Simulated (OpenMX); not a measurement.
H:

```
H
1.0
    -1.69153    1.69153    2.05847
     1.69153   -1.69153    2.05847
     1.69153    1.69153   -2.05847
H
2
Direct
  0.09014 0.09014 0.00000
  0.90986 0.90986 0.00000
```

* Program: OpenMX 3.8.5
* Task: single point
* Functional: PBE
* Potentials or basis: OpenMX 2013 PBE set, H6.0-s2p1, grid cutoff 300 Ry
* k mesh: 11 × 11 × 11
* Occupations: fermi-dirac, width 0.05 eV
* Spin: no spin polarisation

On this cell: pressure 0.7 GPa; largest force 0.288 eV/Å; band gap on the k mesh 9.19 eV, indirect (least direct gap 10.00 eV).

The same run follows on a disturbed copy (atoms moved at random, drawn with an rms of 0.05 Å):

```
H
1.0
    -1.69153    1.69153    2.05847
     1.69153   -1.69153    2.05847
     1.69153    1.69153   -2.05847
H
2
Direct
  0.08199 0.09122 0.99944
  0.91475 0.93528 0.03530
```

Problem. What does the disturbed cell give?

Solution. The energy moves by -0.3 meV/atom; pressure 0.5 GPa; largest force 0.204 eV/Å; band gap on the k mesh 8.95 eV, indirect (least direct gap 9.72 eV).

Forces in eV/Å, atoms in the order of the input:
```
H   -0.021 -0.012  0.203
H    0.021  0.012 -0.203
```

Caveats: an odd mesh through Γ misses points on the zone boundary, where band edges often lie; the basis of atomic orbitals isn't converged, which shifts pressures, moduli and gaps.
